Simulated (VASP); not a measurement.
## In: relaxation of cell and atoms with RPBE

The system is In.

```
In
1.0
    -1.62547    1.62547    2.47370
     1.62547   -1.62547    2.47370
     1.62547    1.62547   -2.47370
In
1
Direct
  0.00000 0.00000 0.00000
```

```json
{"Program": "VASP 6.6.1", "Task": "relaxation of cell and atoms", "Functional": "RPBE", "Potentials or basis": "VASP PAW PBE potentials, release 64 (In_d)", "Cutoff": "600 eV", "k mesh": "16 × 16 × 16", "Occupations": "methfessel-paxton, width 0.1 eV", "Spin": "no spin polarisation", "Further INCAR settings": "ALGO = Normal; EDIFF = 1e-06; IBRION = 2; EDIFFG = -0.01; NSW = 90; ISIF = 3"}
```

The relaxed volume is 28.75 Å³/atom and the relaxed cell is a = 3.502 Å, b = 3.502 Å, c = 3.502 Å, α = 123.23°, β = 123.23°, γ = 84.50°. The space group after relaxing (to 0.05 Å) is I4/mmm (No. 139). The energy gained by relaxing is 27.5 meV/atom, the ionic steps are 8 and the pressure after relaxing is 0.0 GPa. The band gap on the k mesh is none (metal or under the smearing width).

Stress tensor (GPa, compression positive):
```
-0.04  0.00  0.00
 0.00 -0.04  0.00
 0.00  0.00  0.05
```

The path:
```csv
step,energy change (eV),largest force (eV/Å),pressure (GPa),volume (Å³)
1,0.0000,0.0000,3.63,26.14
2,-0.0265,0.0000,0.30,28.45
3,-0.0267,0.0000,-0.01,28.73
4,-0.0267,0.0000,0.11,28.67
5,-0.0268,0.0000,0.02,28.68
6,-0.0268,0.0000,0.05,28.69
7,-0.0271,0.0000,0.05,28.71
8,-0.0275,0.0000,-0.01,28.75
```

Final structure:
```
In
1.0
    -1.66500    1.66500    2.59232
     1.66500   -1.66500    2.59232
     1.66500    1.66500   -2.59232
In
1
Direct
  0.00000 0.00000 0.00000
```

Levels at points of the mesh, in eV from the Fermi level:
```
           k point  band 2  band 3  band 4  band 5  band 6  band 7  band 8  band 9  band 10
(0.00, 0.00, 0.00)  -14.59  -14.59  -14.56  -14.45   -8.93    9.75    9.75    9.89    11.33
(0.50, 0.00, 0.00)  -14.66  -14.58  -14.40  -14.36   -4.23   -3.00    6.74    8.71    10.36
(0.50, 0.50, 0.00)  -14.72  -14.39  -14.39  -14.29   -1.72   -1.63    3.20    3.78     6.43
(0.50, 0.50, 0.50)  -14.71  -14.38  -14.36  -14.36   -3.24   -2.47    4.69    4.69     7.85
```

Wall time 2.9 min on 1 thread of Intel(R) Xeon(R) 6975P-C (Granite Rapids) (shared host), peak memory 0.26 GiB.

Caveat: the PAW data sets were made with another functional, which shifts forces and pressure a little. Zero-point motion and thermal expansion aren't in these numbers.
